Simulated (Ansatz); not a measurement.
## Contact densities of TiS2 against volume

```xyz
3
Lattice="3.4120 0.0000 0.0000 -1.7060 2.9549 0.0000 0.0000 0.0000 5.6950" Properties=species:S:1:pos:R:3 pbc="T T T"
Ti    0.0000    0.0000    0.0000
S     0.0000    1.9699    1.4238
S     1.7060    0.9850    4.2713
```

Atoms are numbered in the order listed.

The cell is COD entry 1537865, as deposited and not checked against the literature; nothing was relaxed. It is an old determination, and later ones may differ.

All numbers below come from DFT, PBE, all-electron PAW with datasets made for the crystal, scalar-relativistic (Ansatz 0.2.0).

Settings: a Γ-centred 14×14×7 k mesh, Fermi–Dirac smearing of 0.05 eV, cutoff 300 eV (chosen by the program for this cell), no spin polarisation.

The contact density is the mean electron density over the nuclear volume; its changes follow the s electrons' response to bonding and compression. Changes below are taken from the unscaled cell, where it is 56833.8 e/Å³ at Ti1, 19788 e/Å³ at S2.

Volumes at which the program chose other datasets or cutoffs are left out.

The datasets are made afresh for each cell, so very small changes are uncertain.

(1) Does compression raise or lower the contact density at S2?

(2) Tabulate the changes with volume.

Answers

(1) It lowers it, by 0.16 e/Å³ over the whole range.

(2) 
```csv
V/V(cell),P (GPa),Δρ(0) Ti1 (e/Å³),Δρ(0) S2 (e/Å³)
0.9900,1.4,0.07,-0.05
1.0000,0.4,0.00,0.00
1.0100,-0.5,-0.07,0.05
1.0200,-1.4,-0.14,0.11
```
